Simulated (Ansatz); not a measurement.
## From the elastic tensor of SiC to moduli and sound speeds

Level of theory: Ansatz 0.2.0, DFT LDA, scalar-relativistic, plane waves, PAW. Settings: 420 eV plane-wave cutoff, Γ-centred 8×8×8 mesh, fixed occupations. No spin polarisation.

It takes space group F-43m (No. 216, cubic). Conventional cell: a = 4.328 Å, b = 4.328 Å, c = 4.328 Å, α = 90.00°, β = 90.00°, γ = 90.00°. C (site symmetry -43m) is surrounded by 4 Si at 1.87 Å. Around Si (site symmetry -43m) lie 4 C at 1.87 Å.

The cell is the ideal cubic zincblende prototype.

Relaxed-ion constants (GPa, on the Cartesian axes of the calculation):
```
403.7 143.3 143.3   0.0   0.0   0.0
143.3 403.7 143.3   0.0   0.0   0.0
143.3 143.3 403.7   0.0   0.0   0.0
  0.0   0.0   0.0 252.3   0.0   0.0
  0.0   0.0   0.0   0.0 252.3   0.0
  0.0   0.0   0.0   0.0   0.0 252.3
```

Density 3.285 g/cm³; 2 atoms in 20.27 Å³.

The values that follow are for a polycrystal of randomly turned grains, by Hill's mean where one number stands.

With S = C⁻¹: B_V = (C11+C22+C33+2(C12+C13+C23))/9, G_V = (C11+C22+C33−C12−C13−C23+3(C44+C55+C66))/15, 1/B_R = S11+S22+S33+2(S12+S13+S23), 15/G_R = 4(S11+S22+S33−S12−S13−S23)+3(S44+S55+S66); Hill is their mean. Then v_l = √((B+4G/3)/ρ), v_t = √(G/ρ), v_m = [(2/v_t³+1/v_l³)/3]^(−1/3) and Θ = (ħ/k_B)·v_m·(6π²n/V)^(1/3) for n atoms in the volume V; E = 9BG/(3B+G), ν = (3B−2G)/(2(3B+G)) and A^U = 5G_V/G_R + B_V/B_R − 6.

* Bulk modulus, Voigt / Reuss / Hill: 230.1 / 230.1 / 230.1 GPa
* Shear modulus, Voigt / Reuss / Hill: 203.4 / 183.5 / 193.5 GPa
* Young's modulus: 453 GPa
* Poisson ratio: 0.172
* Pugh ratio B/G: 1.19
* Universal anisotropy index: 0.54
* Longitudinal and transverse sound speeds: 12189 and 7674 m/s
* Debye temperature from the mean sound speed: 1162 K

Cost: 1 run of about 0.37 core-minutes, on Oxide Virtual Turin-like Processor (Zen 5) (shared hosts).

The tensor describes a stiff, strongly covalent solid whose shear resistance depends markedly on direction. C44, at 252.3 GPa, is well above half the difference between C11 and C12, so shear along the cube axes is much harder than the tetragonal shear. The reason lies in the tetrahedral network: a tetragonal strain leaves the lengths of the ⟨111⟩ bonds unchanged to first order and is opposed mainly by bond bending, whereas the C44 strain also stretches and compresses bonds, even after the sublattices shift to relieve part of the stress. C44 also exceeds C12, a departure from the Cauchy relation that fits directional, angle-dependent forces, as does the low Poisson ratio of 0.172. The high sound speeds and Debye temperature follow from these stiff bonds combined with light atoms. The lattice constant is slightly shorter than the measured one, as expected from LDA overbinding. The low B/G ratio suggests brittle behaviour, but elastic constants alone establish neither fracture toughness nor hardness, which depend on cracks and dislocation motion.
